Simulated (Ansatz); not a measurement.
# Zr2COF MXene monolayer in a perpendicular field, part 2 of 3

Aim: how the Zr2COF MXene monolayer screens a field along its normal, and what the field does to its bands. A positive field points along +c.

Ansatz 0.2.0; plane-wave DFT, PBE-D3(BJ), Ansatz PAW.

So far. Step 2 (Relaxation): The lattice constant a goes from 3.289 to 3.273 Å.

## Step 3: Atoms held, field 0, start network

A sawtooth potential applies the field, turning back in the middle of the vacuum. With the dipole correction the typed value is the field outside the slab. The induced dipole is small, so the SCF threshold is tight.

The cell differs from the one that the last finished run ended in (c 40.572 → 22.948 Å).

Contents of input.yaml:

```yaml
crystal:
  lattice:
    - [3.2733767781, 0.0, 0.0]
    - [-1.636688389, 2.834827446, 0.0]
    - [0.0, 0.0, 22.94845559]
  atoms:
    - { symbol: F, position: [0.3333333333, 0.6666666667, 0.3921832545] }
    - { symbol: Zr, position: [0.6666666667, 0.3333333333, 0.449889734] }
    - { symbol: C, position: [0.0, 0.0, 0.5035914804] }
    - { symbol: Zr, position: [0.3333333333, 0.6666666667, 0.5658273256] }
    - { symbol: O, position: [0.6666666667, 0.3333333333, 0.6078167455] }
kpoints:
  mp_grid: { grid: [18, 18, 1] }
  band_path:
    path: [[0, 0, 0], [0.5, 0, 0], [0.33333333, 0.33333333, 0], [0, 0, 0]]
    npoints: 16
hamiltonian:
  xc: pbe
  dispersion: d3bj
scf:
  occupations: { method: fermi_dirac, width: 0.05 }
  convergence: { dr2_threshold: 1.0e-10 }
efield:
  axis: 3
  dipole_correction: true
  ramp_position: 0.97
  ramp_width: 0.06
  amplitude: 0
output:
  dos: { projected: true, e_range: [-6, 5] }
  bader: true
  write_potential: true
  write_density: true
  volumetric_format: npy
  elf: true
```

Command:

```console
$ ansatz run input.yaml --threads 4 --pin off --max-ram 6144MiB --backend cpu --events-out ev --progress --plain --runs-dir out
```

Numbers of over 12 decimals in the logs are rounded to 6 here.

Output:

```text
[...]
Crystal: 5 atoms, lattice volume = 212.949 Å³
Basis set: ecut = 420 eV, 4229 PW (Γ)
Bands: 26, of which v1, the nominal top of the filled ones, is band 21 counted from 1 (20 counted from 0)
Symmetry: 6 space group operations
[...]
k-points: 37 of 324 (time reversal used)
[...]
SCF iter   1: F=—  HF=-10001.211021 eV  |F-HF|=—  |Δ(HF+E_count)|=         —  Δρ=4.55e-3  dr2=3.53e-1  ethr=1.77e-3  p=-0.031 e·Å  D=-2.67e-2 V/Å  ΔV_dip=0.61 eV  dr2_dipole=8.75e-2  V_vac-E_F(+/−)=4.93/4.32 eV  ⟨swp⟩=7.9  Hψ=4997  notcnv=0
efield: sawtooth ramp at fractional position 0.9700 (set: `efield.ramp_position`, or a place that a band, a saddle search or an elastic batch's reference lends), width 0.0600; the density the first Hamiltonian is built on has a dipole p = -0.031 e·Å; the dipole correction subtracts the counter field D = -2.67e-2 V/Å, which shifts the + side's vacuum level by +0.61 eV against the − side's; the planar-averaged density in the ramp window peaks in size at 1.3e-5 e/Å³
[...]
SCF iter   2: F=—  HF=-10001.175389 eV  |F-HF|=—  |Δ(HF+E_count)|=   3.56e-2  Δρ=2.00e-3  dr2=2.13e-2  ethr=8.61e-4  p=-0.074 e·Å  D=-6.28e-2 V/Å  ΔV_dip=1.44 eV  dr2_dipole=3.45e-3  V_vac-E_F(+/−)=5.11/3.66 eV  ⟨swp⟩=2.1  Hψ=1435  notcnv=0  defer=18
[...]
SCF iter  10: F=-10001.173484 eV  HF=-10001.173484 eV  |F-HF|=5.64e-11  |Δ(HF+E_count)|=  6.77e-10  Δρ=1.05e-7  dr2=2.09e-11  ethr=1.00e-12  p=-0.081 e·Å  D=-6.88e-2 V/Å  ΔV_dip=1.58 eV  dr2_dipole=1.02e-13  V_vac-E_F(+/−)=5.24/3.66 eV  ⟨swp⟩=7.4  Hψ=3103  notcnv=0
SCF 1 converged in 10 iterations: F = -10001.173484 eV  dr2 = 2.09e-11
[...]
NSCF: frozen V_eff on 49 k-points
efield: sawtooth ramp at fractional position 0.9700 (kept from the solve that this one continues, or follows in the run), width 0.0600; the density the first Hamiltonian is built on has a dipole p = -0.081 e·Å; the dipole correction subtracts the counter field D = -6.88e-2 V/Å, which shifts the + side's vacuum level by +1.58 eV against the − side's; the planar-averaged density in the ramp window peaks in size at 2.4e-6 e/Å³
[...]
SCF converged after 10 iterations
Free energy (F): -10001.173484 eV
[...]
Internal energy: -10001.159193 eV  (E = F + TS)
E sigma→0 (E₀):  -10001.166339 eV
Entropy (-TS):   -0.014291 eV (-2.858 meV/atom)
Fermi energy:    0.961685 eV
Dipole field:    D = -0.068765 V/Å  (p = -0.080924 e·Å, saw-weighted, corrected)
Work function:   Φ+ = 5.2373 eV   Φ− = 3.6593 eV
Levels:          The Fermi level and band energies are counted from a zero that moves with the ramp; work functions are not
[...]
--- Band table (eV; the first three rows and the last of 37) ---
  k-point 0: bands = [... 17 lower, -2.1642, -1.1685, -1.1685, 1.7285, 1.7285, 1.9558, 3.0489, 3.5355, ... 1 higher]
  k-point 1: bands = [... 17 lower, -2.1289, -1.2841, -1.1971, 1.5911, 1.7730, 2.0356, 3.0120, 3.5858, ... 1 higher]
  k-point 2: bands = [... 17 lower, -2.0829, -1.5491, -1.2717, 1.3430, 1.9113, 2.0989, 3.0190, 3.7154, ... 1 higher]
  k-point 36: bands = [... 17 lower, -2.6185, -2.3332, -2.1438, 1.7922, 2.5901, 2.9108, 3.9141, 3.9397, ... 1 higher]
--- Bader charges: 5 sites ---
  site symbol  charge [e]  shift [e]
     0      F     -0.7997     0.0003
     1     Zr      1.9181     0.0009
     2      C     -2.0590     0.0013
     3     Zr      2.2105     0.0004
     4      O     -1.2698     0.0002
  estimated error of the sums over rays = 7.2e-4 e
```

It took 21 s on 4 threads of AMD EPYC 7R43, shared host; peak memory 0.68 GiB.

This step gave:

```yaml
energy_at_zero_smearing: -10001.1663 eV
work_function_upper_face: 5.237 eV
work_function_lower_face: 3.659 eV
dipole_along_the_normal: -0.08092 e·Å
step_between_the_vacuum_levels: 1.578 eV
```

Running mean over a fixed 2.7 Å (it still follows the layers) of the planar mean; the ramp of the sawtooth is left out. Table of electron's electrostatic potential energy less the Fermi level by z:

z (Å), electron's electrostatic potential energy less the Fermi level (eV) and a bar from the least value:
```
      3.5        3.7 ###########################
      4.0        3.7 ###########################
      4.5        3.7 ###########################
      5.0        3.7 ###########################
      5.5        3.7 ###########################
      6.0        3.7 ###########################
      6.5        3.6 ###########################
      7.0        3.5 ###########################
      7.5        2.5 #########################
      8.0        0.6 ######################
      8.5       -1.8 #################
      9.0       -5.6 ###########
      9.5       -9.0 ####
     10.0      -10.9 #
     10.5      -11.4 
     11.0      -11.1 
     11.5      -11.2 
     12.0      -11.0 #
     12.5      -11.3 
     13.0      -10.7 #
     13.5       -9.1 ####
     14.0       -6.5 #########
     14.5       -2.4 ################
     15.0        1.3 #######################
     15.5        3.9 ############################
     16.0        5.0 ##############################
     16.5        5.2 ##############################
     17.0        5.2 ##############################
     17.5        5.2 ##############################
     18.0        5.2 ##############################
     18.5        5.2 ##############################
     19.0        5.2 ##############################
     19.5        5.2 ##############################
```

The density of states has structure finer than the step of the table below, so its rows give means over 0.2 eV, whole bins alone (the curve runs from -6 to 1.99 eV). Peaks (eV: height): -5.28: 7.99, -4.73: 7.50, -4.26: 5.46, -3.79: 11.0, -3.33: 5.97, -3.05: 8.33, -2.47: 5.89.

Density of states against energy, zero at the Fermi level; means over each step:

```tsv
energy (eV)	density of states (states/eV a cell)
-5.8	0.785
-5.6	1.80
-5.4	3.28
-5.2	4.39
-5.0	2.44
-4.8	4.47
-4.6	5.56
-4.4	2.29
-4.2	3.09
-4.0	1.61
-3.8	4.80
-3.6	1.73
-3.4	1.89
-3.2	4.01
-3.0	4.20
-2.8	3.84
-2.6	4.00
-2.4	3.49
-2.2	0.815
-2.0	0
-1.8	0
-1.6	0
-1.4	0
-1.2	0
-1.0	0
-0.8	0
-0.6	0.842
-0.4	1.72
-0.2	1.58
0.0	1.63
0.2	1.97
0.4	1.28
0.6	1.47
0.8	1.99
1.0	1.46
1.2	1.80
1.4	1.48
1.6	1.48
1.8	1.13
```

Projected DOS per atom over height of the atomic layer and energy from the Fermi level. Layers: F Zr C Zr O from below.

Values in states/eV, 22 rows by 5 columns, each cell a mean:
```
0.06 0.82 0.05 0.18 0.01
0.08 1.04 0.08 0.25 0.03
0.08 1.03 0.09 0.34 0.07
0.07 1.01 0.09 0.44 0.08
0.07 0.86 0.10 0.36 0.09
0.07 0.91 0.14 0.39 0.16
0.04 0.77 0.17 0.37 0.28
0.00 0.10 0.03 0.05 0.06
0.00 0.00 0.00 0.00 0.00
0.00 0.00 0.00 0.00 0.00
0.00 0.00 0.00 0.00 0.00
0.03 0.22 0.38 0.04 0.09
0.12 0.85 1.96 0.36 0.80
0.09 0.68 1.46 0.40 1.04
0.08 0.85 1.48 0.44 0.54
0.11 0.79 1.23 0.60 0.99
0.04 0.27 0.50 0.32 0.98
0.03 0.18 0.49 0.61 1.69
0.05 0.26 0.56 1.17 3.02
0.07 0.12 0.30 0.92 1.95
0.09 0.14 0.35 0.84 1.47
0.03 0.03 0.09 0.23 0.32
```
Columns: height of the atomic layer (Å) from 9 to 13.9 (not evenly spaced); rows upwards: energy from the Fermi level (eV) from -5.96 to 1.96.

The electronic bands at the labelled points (eV, zero at the Fermi level):

```tsv
point	band 17	band 18	band 19	band 20	band 21	band 22	band 23	band 24
Γ	-5.10	-3.13	-2.13	-2.13	0.77	0.77	0.99	2.09
halfway	-4.68	-3.60	-2.81	-2.43	-0.27	1.39	1.74	2.36
M	-3.92	-3.86	-3.31	-2.37	-0.58	2.23	3.16	3.44
halfway	-4.02	-3.81	-3.35	-2.70	-0.04	2.12	2.43	3.02
K	-4.41	-3.58	-3.29	-3.11	0.83	1.63	1.95	2.95
halfway	-4.52	-3.62	-2.87	-2.72	0.31	0.48	2.54	2.61
Γ	-5.10	-3.13	-2.13	-2.13	0.77	0.77	0.99	2.09
```

Electrostatic potential energy in the ca plane at fractional y = 0.333, with atoms of Zr and O within 0.2 Å of it. With pseudopotentials it is smooth inside the atoms' cores, unlike the true potential.

Ten even steps from '0' (-47 eV) to '9' (6 eV), each cell a mean:
```
99999999998753368898888889999999999999999999
99999999998510026899885237999999999999999999
99999999987400005899983005999999999999999999
99999999987400016899984116999999999999999999
99999999998631147898887569999999999999999999
99999999998876678888777899999999999999999999
99999999999888888887667899999999999999999999
99999999999888888887656899999999999999999999
99999999999877788887767899999999999999999999
```
Columns run along c (16.0 Å, from fractional 0.24 to 0.94 of the cell; values clipped at the 3rd and 97th percentile), rows up along a (3.3 Å). Atoms in or near the plane, at fractional coordinates: Zr at (0.45, 0.67), O at (0.61, 0.67).

ELF in the ca plane at fractional y = 0.333, with atoms of Zr and O within 0.2 Å of it. It is the smooth field of the valence electrons, not physical close to the nuclei.

Ten even steps from '0' (0.00) to '9' (0.83), each cell a mean:
```
00000000000000001114774244211478853100000000
00000000000000000049888323215899984200000000
00000000000000000169439512126966985200000000
00000000000000000169669412126978985200000000
00000000000000000027986233213699974100000000
00000000000000023212332465211246531000000000
00000000000000135531125785234211100000000000
00000000000000246631136885234210000000000000
00000000000000124421123675222123320000000000
```
Columns run along c (16.0 Å, from fractional 0.13 to 0.83 of the cell), rows up along a (3.3 Å). Atoms in or near the plane, at fractional coordinates: Zr at (0.45, 0.67), O at (0.61, 0.67).

Valence density in the ca plane at fractional y = 0.333, with atoms of Zr and O within 0.2 Å of it. It is the smooth field of the valence electrons, not physical close to the nuclei.

Ten steps, logarithmic in the rise over the least value, from '0' (0.0 e/Å³) to '9' (6.4 e/Å³), each cell a mean:
```
00000000112356654333334553100000000000000000
00000000012578874322347886310000000000000000
00000000012688885322358997410000000000000000
00000000012688885322347997310000000000000000
00000000012468764332345764200000000000000000
00000000122345544333344432100000000000000000
00000000233323334444454321000000000000000000
00000000233322334444554211000000000000000000
00000000123333344443443321000000000000000000
```
Columns run along c (16.0 Å, from fractional 0.24 to 0.94 of the cell), rows up along a (3.3 Å). Atoms in or near the plane, at fractional coordinates: Zr at (0.45, 0.67), O at (0.61, 0.67).

The work function of the upper face is 5.24 eV.

## Step 4: Single point, field 0.03 V/Å

Edit input.yaml of step 3 so:

```diff
@@ -27,6 +27,4 @@
   ramp_width: 0.06
-  amplitude: 0
+  amplitude: 0.03
 output:
-  dos: { projected: true, e_range: [-6, 5] }
-  bader: true
   write_potential: true
@@ -34,2 +32 @@
   volumetric_format: npy
-  elf: true
```

Output:

```text
[...]
Crystal: 5 atoms, lattice volume = 212.949 Å³
Basis set: ecut = 420 eV, 4229 PW (Γ)
Bands: 26, of which v1, the nominal top of the filled ones, is band 21 counted from 1 (20 counted from 0)
Symmetry: 6 space group operations
[...]
k-points: 37 of 324 (time reversal used)
[...]
k-point 0: bands = [... 17 lower, -2.1584, -1.1645, -1.1645, 1.7324, 1.7324, 1.9584, 3.0294, 3.5406, ... 1 higher]
  k-point 1: bands = [... 17 lower, -2.1231, -1.2801, -1.1931, 1.5944, 1.7769, 2.0394, 2.9960, 3.5909, ... 1 higher]
  k-point 2: bands = [... 17 lower, -2.0774, -1.5447, -1.2675, 1.3464, 1.9151, 2.1030, 3.0074, 3.7203, ... 1 higher]
  k-point 36: bands = [... 17 lower, -2.6111, -2.3290, -2.1360, 1.7948, 2.5933, 2.9127, 3.9211, 3.9448, ... 1 higher]
[key lines of the parts left out:]
SCF converged after 13 iterations
Free energy (F): -10001.171185 eV
Fermi energy:    0.965579 eV
Dipole field:    D = -0.061497 V/Å  (p = -0.072371 e·Å, saw-weighted, corrected)
```

The job ended after 11 s (4 threads; peak memory 0.65 GiB; 41 s of CPU time).

The dipole is -0.0724 e·Å, 0.00855 e·Å from its value without field.

## Step 5: Single point, field -0.03 V/Å

Edit input.yaml of step 4 so:

```diff
@@ -27,3 +27,3 @@
   ramp_width: 0.06
-  amplitude: 0.03
+  amplitude: -0.03
 output:
```

Output:

```text
[...]
Crystal: 5 atoms, lattice volume = 212.949 Å³
Basis set: ecut = 420 eV, 4229 PW (Γ)
Bands: 26, of which v1, the nominal top of the filled ones, is band 21 counted from 1 (20 counted from 0)
Symmetry: 6 space group operations
[...]
k-points: 37 of 324 (time reversal used)
[...]
k-point 0: bands = [... 17 lower, -2.1702, -1.1725, -1.1725, 1.7244, 1.7244, 1.9530, 3.0675, 3.5303, ... 1 higher]
  k-point 1: bands = [... 17 lower, -2.1348, -1.2882, -1.2012, 1.5877, 1.7690, 2.0317, 3.0271, 3.5807, ... 1 higher]
  k-point 2: bands = [... 17 lower, -2.0885, -1.5535, -1.2759, 1.3396, 1.9075, 2.0948, 3.0297, 3.7104, ... 1 higher]
  k-point 36: bands = [... 17 lower, -2.6260, -2.3376, -2.1517, 1.7895, 2.5868, 2.9089, 3.9071, 3.9346, ... 1 higher]
[key lines of the parts left out:]
SCF converged after 13 iterations
Free energy (F): -10001.176040 eV
Fermi energy:    0.957732 eV
Dipole field:    D = -0.076032 V/Å  (p = -0.089477 e·Å, saw-weighted, corrected)
```

The job ended after 10 s (4 threads; peak memory 0.66 GiB).

The dipole is -0.0895 e·Å, -0.00855 e·Å from its value without field.

## Step 6: Atoms held, field 0.15 V/Å

Edit input.yaml of step 5 so:

```diff
@@ -25,5 +25,5 @@
   dipole_correction: true
-  ramp_position: 0.97
-  ramp_width: 0.06
-  amplitude: -0.03
+  ramp_position: 0.934
+  ramp_width: 0.1413
+  amplitude: 0.15
 output:
```

Output:

```text
[...]
Crystal: 5 atoms, lattice volume = 212.949 Å³
Basis set: ecut = 420 eV, 4229 PW (Γ)
Bands: 26, of which v1, the nominal top of the filled ones, is band 21 counted from 1 (20 counted from 0)
Symmetry: 6 space group operations
[...]
k-points: 37 of 324 (time reversal used)
[...]
k-point 0: bands = [... 17 lower, -2.1547, -1.1685, -1.1685, 1.7283, 1.7283, 1.9475, 2.9215, 3.5410, ... 1 higher]
  k-point 1: bands = [... 17 lower, -2.1195, -1.2839, -1.1968, 1.5876, 1.7725, 2.0342, 2.9011, 3.5890, ... 1 higher]
  k-point 2: bands = [... 17 lower, -2.0750, -1.5471, -1.2708, 1.3399, 1.9101, 2.0993, 2.9318, 3.6925, ... 1 higher]
  k-point 36: bands = [... 17 lower, -2.6011, -2.3318, -2.1245, 1.7853, 2.5860, 2.9002, 3.9292, 3.9451, ... 1 higher]
[key lines of the parts left out:]
SCF converged after 12 iterations
Free energy (F): -10001.164553 eV
Fermi energy:    0.961185 eV
Dipole field:    D = -0.032423 V/Å  (p = -0.038156 e·Å, saw-weighted, corrected)
```

Wall time 12 s (4 threads); peak memory 0.64 GiB; 45 s of CPU time.

The dipole is -0.0382 e·Å, 0.0428 e·Å from its value without field.

## Step 7: Single point, field 0.25 V/Å

Edit input.yaml of step 6 so:

```diff
@@ -27,3 +27,3 @@
   ramp_width: 0.1413
-  amplitude: 0.15
+  amplitude: 0.25
 output:
```

Output:

```text
[...]
Crystal: 5 atoms, lattice volume = 212.949 Å³
Basis set: ecut = 420 eV, 4229 PW (Γ)
Bands: 26, of which v1, the nominal top of the filled ones, is band 21 counted from 1 (20 counted from 0)
Symmetry: 6 space group operations
[...]
k-points: 37 of 324 (time reversal used)
[...]
k-point 0: bands = [... 17 lower, -2.1440, -1.1643, -1.1643, 1.7325, 1.7325, 1.9439, 2.8202, 3.5490, ... 1 higher]
  k-point 1: bands = [... 17 lower, -2.1090, -1.2795, -1.1924, 1.5890, 1.7764, 2.0365, 2.8103, 3.5525, ... 1 higher]
  k-point 2: bands = [... 17 lower, -2.0654, -1.5416, -1.2660, 1.3416, 1.9134, 2.1037, 2.8598, 3.6254, ... 1 higher]
  k-point 36: bands = [... 17 lower, -2.5851, -2.3266, -2.1072, 1.7848, 2.5873, 2.8973, 3.9434, 3.9529, ... 1 higher]
[key lines of the parts left out:]
SCF converged after 13 iterations
Free energy (F): -10001.162163 eV
Fermi energy:    0.965020 eV
Dipole field:    D = -0.008190 V/Å  (p = -0.009639 e·Å, saw-weighted, corrected)
```

Run time: 12 s. Hardware: 4 threads; peak memory 0.64 GiB.

The dipole is -0.00964 e·Å, 0.0713 e·Å from its value without field.

## Step 8: Single point, field -0.25 V/Å

Edit input.yaml of step 7 so:

```diff
@@ -27,4 +27,6 @@
   ramp_width: 0.1413
-  amplitude: 0.25
+  amplitude: -0.25
 output:
+  dos: { projected: true, e_range: [-6, 5] }
+  bader: true
   write_potential: true
@@ -32 +34,2 @@
   volumetric_format: npy
+  elf: true
```

Output:

```text
[...]
Crystal: 5 atoms, lattice volume = 212.949 Å³
Basis set: ecut = 420 eV, 4229 PW (Γ)
Bands: 26, of which v1, the nominal top of the filled ones, is band 21 counted from 1 (20 counted from 0)
Symmetry: 6 space group operations
[...]
k-points: 37 of 324 (time reversal used)
[...]
k-point 36: bands = [... 17 lower, -2.6690, -2.3579, -2.1976, 1.7813, 2.5743, 2.9058, 3.8670, 3.9089, ... 1 higher]
--- Bader charges: 5 sites ---
  site symbol  charge [e]  shift [e]
     0      F     -0.7947     0.0003
     1     Zr      1.9258     0.0010
     2      C     -2.0602     0.0013
     3     Zr      2.2066     0.0004
     4      O     -1.2775     0.0002
  estimated error of the sums over rays = 7.3e-4 e
[key lines of the parts left out:]
SCF converged after 13 iterations
Free energy (F): -10001.202625 eV
Fermi energy:    0.940083 eV
Dipole field:    D = -0.129338 V/Å  (p = -0.152209 e·Å, saw-weighted, corrected)
```

Elapsed: 23 s, on 4 threads; peak memory 0.66 GiB; 89 s of CPU time.

The dipole is -0.152 e·Å, -0.0713 e·Å from its value without field.

(Part 2 of 3 ends here.)

[Logs are printed without paths, hosts, clocks, repeated set-up lines and the standing remarks that a program may print on its own settings, such as how far it seeks lower states.]

[Hosts, paths, dates, database ids (printed as entryN), source tags and the programs' standing remarks are cut or masked in the printed files.]

[Maps of the electrostatic potential energy from Ansatz leave out the sawtooth potential of an applied field or a dipole correction, so their vacuum need not be flat; planar profiles and work functions include it.]

[The density of states shown here was stored with 400 of the rows of the run's finer table, so its peaks can read low, often by over a quarter, or be missed, and its means over a window can be off by a tenth or more.]
